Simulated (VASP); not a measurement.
# SnO2 (Cassiterite) (P4_2/mnm) in VASP: a series of runs, part 2 of 3

VASP 6.6.1. The steps go on from the part before.

## Step 3: Dielectric tensor, PBE

Contents of INCAR:

```
PREC = Accurate
ENCUT = 460
EDIFF = 1E-8
ISMEAR = 0
SIGMA = 0.01
LREAL = F
LASPH = T
NELM = 100
ALGO = Normal
ISIF = 2
LWAVE = F
LCHARG = F
GGA = PE
LEPSILON = T
```

Contents of KPOINTS:

```
Automatic mesh
0
Gamma
  7 7 10
```

Contents of POSCAR:

```
SnO2
1.0
    4.7380000000      0.0000000000      0.0000000000
    0.0000000000      4.7380000000      0.0000000000
    0.0000000000      0.0000000000      3.1865000000
Sn O
2 4
Direct
    0.5000000000      0.5000000000      0.5000000000
    0.0000000000      0.0000000000      0.0000000000
    0.8071000000      0.1929000000      0.5000000000
    0.6929000000      0.6929000000      0.0000000000
    0.1929000000      0.8071000000      0.5000000000
    0.3071000000      0.3071000000      0.0000000000
```

Potentials or basis: VASP PAW PBE potentials, release 64 (Sn_d, O).

The run is started by

```
cat potpaw_PBE.64/Sn_d/POTCAR potpaw_PBE.64/O/POTCAR > POTCAR
mpirun -np 1 vasp_std > vasp.out
```

OUTCAR:

```text
PREC = Accurate
   ENCUT = 460
   EDIFF = 1E-8
   ISMEAR = 0
   LREAL = F
   LASPH = T
   NELM = 100
   ISIF = 2
   GGA = PE
   LEPSILON = T

 Found     60 irreducible k-points:

 Following reciprocal coordinates:
            Coordinates               Weight
  0.000000  0.000000  0.000000      1.000000
  0.142857  0.000000  0.000000      4.000000
  0.285714  0.000000  0.000000      4.000000
  0.428571  0.000000  0.000000      4.000000
  0.142857  0.142857  0.000000      4.000000
  0.285714  0.142857  0.000000      8.000000
   k-points           NKPTS =     60   k-points in BZ     NKDIM =     60   number of bands    NBANDS=     31
   number of dos      NEDOS =    301   number of ions     NIONS =      6
   total plane-waves  NPLWV =  31104
   dimension x,y,z NGX =    36 NGY =   36 NGZ =   24
   dimension x,y,z NGXF=    72 NGYF=   72 NGZF=   48
   ions per type =               2   4
   NGX,Y,Z   is equivalent  to a cutoff of  12.63, 12.63, 12.52 a.u.
   NGXF,Y,Z  is equivalent  to a cutoff of  25.26, 25.26, 25.04 a.u.
 SYSTEM =  unknown system
   PREC   = accura    normal or accurate (medium, high low for compatibility)
   ISTART =      0    job   : 0-new  1-cont  2-samecut
   ICHARG =      2    charge: 1-file 2-atom 10-const
   ISPIN  =      1    spin polarized calculation?
   LNONCOLLINEAR =      F non collinear calculations
   LSORBIT =      F    spin-orbit coupling
   LASPH  =      T    aspherical Exc in radial PAW
   ENCUT  =  460.0 eV  33.81 Ry    5.81 a.u.   8.29  8.29  5.57*2*pi/ulx,y,z
   NELM   =    100;   NELMIN=  2; NELMDL= -5     # of ELM steps
   EDIFF  = 0.1E-07   stopping-criterion for ELM
   LREAL  =      F    real-space projection
   EDIFFG = 0.1E-06   stopping-criterion for IOM
   NSW    =      0    number of steps for IOM
   IBRION =     -1    ionic relax: 0-MD 1-quasi-New 2-CG
   NFREE  =      0    steps in history (QN), initial steepest desc. (CG)
   ISIF   =      2    stress and relaxation
   ISYM   =      2    0-nonsym 1-usesym 2-fastsym
   POTIM  = 0.5000    time-step for ionic-motion
   TEBEG  =    0.0;   TEEND  =   0.0 temperature during run
   PSTRESS=    0.0 pullay stress
   NELECT =      52.0000    total number of electrons
   NUPDOWN=      -1.0000    fix difference up-down
   EMIN   =  10.00;   EMAX   =-10.00  energy-range for DOS
   EFERMI =   0.00;   METHOD = LEGACY
   ISMEAR =     0;   SIGMA  =   0.01  broadening in eV -4-tet -1-fermi 0-gaus
   EFERMI_NEDOS =   21; number of points for ismear=-14 and -15
   IALGO  =     38    algorithm
   IMIX   =      4    mixing-type and parameters
     AMIX     =   0.40;   BMIX     =  1.00
     AMIX_MAG =   1.60;   BMIX_MAG =  1.00
  volume/ion in A,a.u.               =      11.92        80.45
  Fermi-wavevector in a.u.,A,eV,Ry     =   1.472000  2.781677 29.480903  2.166785
  Thomas-Fermi vector in A             =   2.587068
   LORBIT       =      0    0 simple, 1 ext, 2 COOP (PROOUT), +10 PAW based schemes
   GGA     = PE    functional components
   LHFCALC =     F    Hartree Fock is set to
   AEXX    =    0.0000 exact exchange contribution
   IVDW    =     0    specifies the selected vdW correction
   LEPSILON=     T    determine dielectric tensor
   LRPA    =     F    only Hartree local field effects (RPA)
 non-spin polarized calculation
 Gauss-broadening in eV      SIGMA  =   0.01
  energy-cutoff  :      460.00
  volume of cell :       71.53
 maximum number of plane-waves:      1620
 NGX is ok and might be reduce to    36
   NGX = 17   NGY = 17   NGZ = 11

--------------------------------------- Ionic step        1  -------------------------------------------
[... 229 lines left out ...]
     4.738000000  0.000000000  0.000000000     0.211059519  0.000000000  0.000000000
     0.000000000  4.738000000  0.000000000     0.000000000  0.211059519  0.000000000
     0.000000000  0.000000000  3.186500000     0.000000000  0.000000000  0.313823945

 POSITION                                       TOTAL-FORCE (eV/Angst)
 -----------------------------------------------------------------------------------
      2.36900      2.36900      1.59325         0.000000      0.000000      0.000000
      0.00000      0.00000      0.00000         0.000000      0.000000      0.000000
      3.82404      0.91396      1.59325        -0.208061      0.208061      0.000000
      3.28296      3.28296      0.00000         0.208061      0.208061      0.000000
      0.91396      3.82404      1.59325         0.208061     -0.208061      0.000000
      1.45504      1.45504      0.00000        -0.208061     -0.208061      0.000000
 -----------------------------------------------------------------------------------
    total drift:                               -0.000000      0.000000      0.000000

  FREE ENERGIE OF THE ION-ELECTRON SYSTEM (eV)
  ---------------------------------------------------
  free  energy   TOTEN  =       -37.1729808955 eV

  energy  without entropy=      -37.1729808955  energy(sigma->0) =      -37.17298090

 HEAD OF MICROSCOPIC STATIC DIELECTRIC TENSOR (INDEPENDENT PARTICLE, excluding Hartree and local field effects)
 ------------------------------------------------------
           4.324399     0.000000     0.000000
           0.000000     4.324399     0.000000
           0.000000     0.000000     4.637410
 ------------------------------------------------------

 Free energy of the ion-electron system (eV)
  ---------------------------------------------------
  ---------------------------------------------------
  free energy    TOTEN  =        -0.68594518 eV

  energy without entropy =       -0.68594518

------------------------ aborting loop because EDIFF is reached ----------------------------------------

--------------------------------------- Ionic step        2  -------------------------------------------

------------------------ aborting loop because EDIFF is reached ----------------------------------------

--------------------------------------- Ionic step        3  -------------------------------------------

 Free energy of the ion-electron system (eV)
  ---------------------------------------------------
  ---------------------------------------------------
  free energy    TOTEN  =        -0.75061751 eV

  energy without entropy =       -0.75061751

------------------------ aborting loop because EDIFF is reached ----------------------------------------

 PIEZOELECTRIC TENSOR FIELD DIRECTION 3  (e Angst)
 -----------------------------------------------------------------------------
     0.00168 -0.00000  0.00000           ( -0.00001 -0.00000  0.00000)
    -0.00000  0.00168  0.00000           ( -0.00000 -0.00001  0.00000)
     0.00000  0.00000 -0.00530           (  0.00000  0.00000 -0.00017)

 PIEZOELECTRIC TENSOR FIELD DIRECTION 3  (C/m^2)
 -----------------------------------------------------------------------------
     0.00038 -0.00000  0.00000
    -0.00000  0.00038  0.00000
     0.00000  0.00000 -0.00119

 MACROSCOPIC STATIC DIELECTRIC TENSOR (including local field effects in DFT)
 ------------------------------------------------------
           4.250669     0.000000     0.000000
          -0.000000     4.250669     0.000000
           0.000000     0.000000     4.553623
 ------------------------------------------------------

 PIEZOELECTRIC TENSOR (including local field effects)  for field in x, y, z        (e  Angst)
          XX          YY          ZZ          XY          YZ          ZX
  --------------------------------------------------------------------------------
  x     0.00000     0.00000     0.00000     0.00000     0.00000     0.00000
  y     0.00000     0.00000     0.00000     0.00000     0.00000     0.00000
  z     0.00000     0.00000     0.00000     0.00000     0.00000     0.00000

 PIEZOELECTRIC TENSOR (including local field effects)  for field in x, y, z        (C/m^2)
          XX          YY          ZZ          XY          YZ          ZX
  --------------------------------------------------------------------------------
  x     0.00000     0.00000     0.00000     0.00000     0.00000     0.00000
  y     0.00000     0.00000     0.00000     0.00000     0.00000     0.00000
  z     0.00000     0.00000     0.00000     0.00000     0.00000     0.00000

 BORN EFFECTIVE CHARGES (including local field effects) (in |e|, cummulative output)
 ---------------------------------------------------------------------------------
 ion    1
    1     4.08147    -0.44477     0.00000
    2    -0.44477     4.08147     0.00000
    3     0.00000     0.00000     4.46769
 ion    2
    1     4.08147     0.44477     0.00000
    2     0.44477     4.08147     0.00000
    3     0.00000     0.00000     4.46769
 ion    3
    1    -2.04073     0.69184     0.00000
    2     0.69184    -2.04073     0.00000
    3     0.00000     0.00000    -2.23384
 ion    4
    1    -2.04073    -0.69184     0.00000
    2    -0.69184    -2.04073     0.00000
    3     0.00000     0.00000    -2.23384
 ion    5
    1    -2.04073     0.69184     0.00000
    2     0.69184    -2.04073     0.00000
    3     0.00000     0.00000    -2.23384
 ion    6
    1    -2.04073    -0.69184     0.00000
    2    -0.69184    -2.04073     0.00000
    3     0.00000     0.00000    -2.23384
```

stdout:

```text
POSCAR found type information on POSCAR SnO
 POSCAR found :  2 types and       6 ions
 scaLAPACK will be used
 LDA part: xc-table for (Slater+PW92), standard interpolation
 POSCAR, INCAR and KPOINTS ok, starting setup
 FFT: planning ... GRIDC
 FFT: planning ... GRID_SOFT
 FFT: planning ... GRID
 WAVECAR not read
 entering main loop
 Linear response reoptimize wavefunctions to high precision
 Linear response G [H, r] |phi>, progress :
  Direction:   1
 Linear response G [H, r] |phi>, progress :
  Direction:   2
 Linear response G [H, r] |phi>, progress :
  Direction:   3
 Linear response to external field (no local field effect), progress :
  Direction:   1
 dielectric tensor                  component  1 :     4.131    -0.156    -0.457
 Linear response to external field (no local field effect), progress :
  Direction:   2
 dielectric tensor                  component  2 :    -0.156     4.518    -0.282
 Linear response to external field (no local field effect), progress :
  Direction:   3
 dielectric tensor                  component  3 :    -0.457    -0.282     4.637
 Linear response to external field, progress :
  Direction:   1
 dielectric tensor                  component  1 :     4.251    -0.076    -0.197
 Linear response to external field, progress :
  Direction:   2
 dielectric tensor                  component  2 :    -0.076     4.251    -0.367
 Linear response to external field, progress :
  Direction:   3
 dielectric tensor                  component  3 :    -0.456    -0.281     4.554
 Born effective charges drift removed
```

Wall time 15 min (1 thread of AMD EPYC 9R45 (Zen 5), shared host); peak memory 0.47 GiB.

These settings aren't checked as converged: the numbers below hold their error.

Results:

```yaml
Band_gap_on_the_k_mesh: 1.27 eV, direct
Electronic_dielectric_tensor_diagonal: 4.25, 4.25, 4.55
Born_charges_mean_of_the_diagonal: Sn +4.21; O -2.11 e
```

Caveat: spin-orbit coupling is left out, which moves the levels of the heavy elements.

## Step 4: Dielectric tensor, LDA

Contents of INCAR:

```
SYSTEM = SnO2
PREC = Accurate
ENCUT = 520
EDIFF = 1E-8
ISMEAR = 0
SIGMA = 0.02
LREAL = .FALSE.
LASPH = .TRUE.
NELM = 100
ALGO = Normal
ISIF = 2
LWAVE = .FALSE.
LCHARG = .FALSE.
LEPSILON = .TRUE.
KPAR = 4
```

Contents of KPOINTS:

```
regular mesh
0
G
  6 6 8
  0 0 0
```

POSCAR is that of step 3.

Potentials or basis: VASP PAW LDA potentials, release 64 (Sn_d, O).

The run is started by

```
cat potpaw_LDA.64/Sn_d/POTCAR potpaw_LDA.64/O/POTCAR > POTCAR
mpirun -np 4 vasp_std > vasp.out
```

OUTCAR:

```text
SYSTEM = SnO2
   PREC = Accurate
   ENCUT = 520
   EDIFF = 1E-8
   ISMEAR = 0
   LREAL = .FALSE.
   LASPH = .TRUE.
   NELM = 100
   ISIF = 2
   LEPSILON = .TRUE.

 ion  position               nearest neighbor table
   1  0.500  0.500  0.500-   4 2.05   6 2.05   4 2.05   6 2.05   5 2.06   3 2.06   2 3.71   2 3.71
                             2 3.71   2 3.71   2 3.71   2 3.71   2 3.71   2 3.71
   2  0.000  0.000  0.000-   3 2.05   5 2.05   3 2.05   5 2.05   4 2.06   6 2.06   1 3.71   1 3.71
                             1 3.71   1 3.71   1 3.71   1 3.71   1 3.71   1 3.71
   3  0.807  0.193  0.500-   2 2.05   2 2.05   1 2.06
   4  0.693  0.693  0.000-   1 2.05   1 2.05   2 2.06
   5  0.193  0.807  0.500-   2 2.05   2 2.05   1 2.06
   6  0.307  0.307  0.000-   1 2.05   1 2.05   2 2.06

  LATTYP: Found a simple tetragonal cell.
 ALAT       =     4.7380000000
 C/A-ratio  =     0.6725411566

  Lattice vectors:

 A1 = (   4.7380000000,   0.0000000000,   0.0000000000)
 A2 = (   0.0000000000,   4.7380000000,   0.0000000000)
 A3 = (   0.0000000000,   0.0000000000,   3.1865000000)

[... 1093 lines left out ...]
  x     0.00000     0.00000     0.00000     0.00000     0.00000     0.00000
  y     0.00000     0.00000     0.00000     0.00000     0.00000     0.00000
  z     0.00000     0.00000     0.00000     0.00000     0.00000     0.00000

 PIEZOELECTRIC TENSOR (including local field effects)  for field in x, y, z        (C/m^2)
          XX          YY          ZZ          XY          YZ          ZX
  --------------------------------------------------------------------------------
  x     0.00000     0.00000     0.00000     0.00000     0.00000     0.00000
  y     0.00000     0.00000     0.00000     0.00000     0.00000     0.00000
  z     0.00000     0.00000     0.00000     0.00000     0.00000     0.00000

 BORN EFFECTIVE CHARGES (including local field effects) (in |e|, cummulative output)
 ---------------------------------------------------------------------------------
 ion    1
    1     4.06823    -0.44555     0.00000
    2    -0.44555     4.06823     0.00000
    3     0.00000     0.00000     4.45755
 ion    2
    1     4.06823     0.44555     0.00000
    2     0.44555     4.06823     0.00000
    3     0.00000     0.00000     4.45755
 ion    3
    1    -2.03412     0.68999     0.00000
    2     0.68999    -2.03412     0.00000
    3     0.00000     0.00000    -2.22877
 ion    4
    1    -2.03412    -0.68999     0.00000
    2    -0.68999    -2.03412     0.00000
    3     0.00000     0.00000    -2.22877
 ion    5
    1    -2.03412     0.68999     0.00000
    2     0.68999    -2.03412     0.00000
    3     0.00000     0.00000    -2.22877
 ion    6
    1    -2.03412    -0.68999     0.00000
    2    -0.68999    -2.03412     0.00000
    3     0.00000     0.00000    -2.22877
```

OSZICAR:

```text
N       E                     dE             d eps       ncg     rms          rms(c)
DAV:   1     0.646855496372E+03    0.64686E+03   -0.26394E+04  3328   0.264E+03
DAV:   2     0.494669900833E+02   -0.59739E+03   -0.57542E+03  3503   0.694E+02
[... 12 lines left out ...]
RMM:   5    -0.751132079195E+00   -0.22824E-02   -0.87209E-04  5698   0.188E-01    0.262E-02
RMM:   6    -0.751193132078E+00   -0.61053E-04   -0.95273E-05  5554   0.567E-02    0.392E-03
RMM:   7    -0.751252756776E+00   -0.59625E-04   -0.14234E-05  5887   0.174E-02    0.130E-03
RMM:   8    -0.751293418237E+00   -0.40661E-04   -0.12130E-06  5956   0.500E-03    0.264E-04
RMM:   9    -0.751298645480E+00   -0.52272E-05   -0.58700E-07  5951   0.149E-03    0.129E-04
RMM:  10    -0.751295741410E+00    0.29041E-05   -0.45827E-08  5692   0.474E-04    0.452E-05
RMM:  11    -0.751295163335E+00    0.57808E-06    0.80568E-08  3840   0.156E-04    0.725E-06
```

Wall time 5.1 min (4 MPI ranks of Intel Xeon Platinum 8259CL at 2.50GHz (Skylake/Cascade Lake), shared host); peak memory 0.49 GiB.

What came out:

```
Band gap on the k mesh                  : 1.17 eV, direct
Electronic dielectric tensor (diagonal) : 4.35, 4.35, 4.64
Born charges (mean of the diagonal)     : Sn +4.20; O -2.10 e
```

Electronic dielectric tensor:
```
4.35 0.00 0.00
0.00 4.35 0.00
0.00 0.00 4.64
```

Born effective charge tensors (e):
atom 1, Sn
```
 4.07 -0.45  0.00
-0.45  4.07  0.00
 0.00  0.00  4.46
```
atom 2, Sn
```
4.07 0.45 0.00
0.45 4.07 0.00
0.00 0.00 4.46
```
atom 3, O
```
-2.03  0.69  0.00
 0.69 -2.03  0.00
 0.00  0.00 -2.23
```
atom 4, O
```
-2.03 -0.69  0.00
-0.69 -2.03  0.00
 0.00  0.00 -2.23
```
atom 5, O
```
-2.03  0.69  0.00
 0.69 -2.03  0.00
 0.00  0.00 -2.23
```
atom 6, O
```
-2.03 -0.69  0.00
-0.69 -2.03  0.00
 0.00  0.00 -2.23
```

Caveat: spin-orbit coupling is left out, which moves the levels of the heavy elements.

(Part 2 of 3 ends here.)
